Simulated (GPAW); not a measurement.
SnSe2:

```
Sn Se
1.0
     3.81100    0.00000    0.00000
    -1.90550    3.30042    0.00000
     0.00000    0.00000    6.13600
Sn Se
1 2
Direct
  0.00000 0.00000 0.00000
  0.66667 0.33333 0.75100
  0.33333 0.66667 0.24900
```

Base run:

- Program: GPAW 26.7.0
- Functional: LDA
- Potentials or basis: the program's PAW data sets (release 1.2.1) made for this functional
- Cutoff: 450 eV
- Basis: pw
- k mesh: 7 × 7 × 4
- Occupations: fermi-dirac, width 0.05 eV
- Spin: no spin polarisation

Its results: band gap on the k mesh 0.68 eV, indirect (least direct gap 0.88 eV); pressure -0.2 GPa; largest force 0.449 eV/Å.

Q: The run is repeated on the same cell with these changes: functional from LDA to PBE; potentials or basis from the program's PAW data sets (release 1.2.1) made for this functional to GPAW PAW data sets (gpaw-data 1.2.1); cutoff from 450 eV to 500 eV. What comes out?

A: Band gap on the k mesh 0.82 eV, indirect (least direct gap 1.11 eV); pressure 5.1 GPa; largest force 0.761 eV/Å.

Caveats: the cutoff is short for stress and forces, so pressures can be off by a GPa or more; spin-orbit coupling is left out, which moves the levels of the heavy elements; an odd mesh through Γ misses points on the zone boundary, where band edges often lie; this functional lacks dispersion, which binds the layers, so the pressure and a relaxed spacing across them are unreliable (some runs).
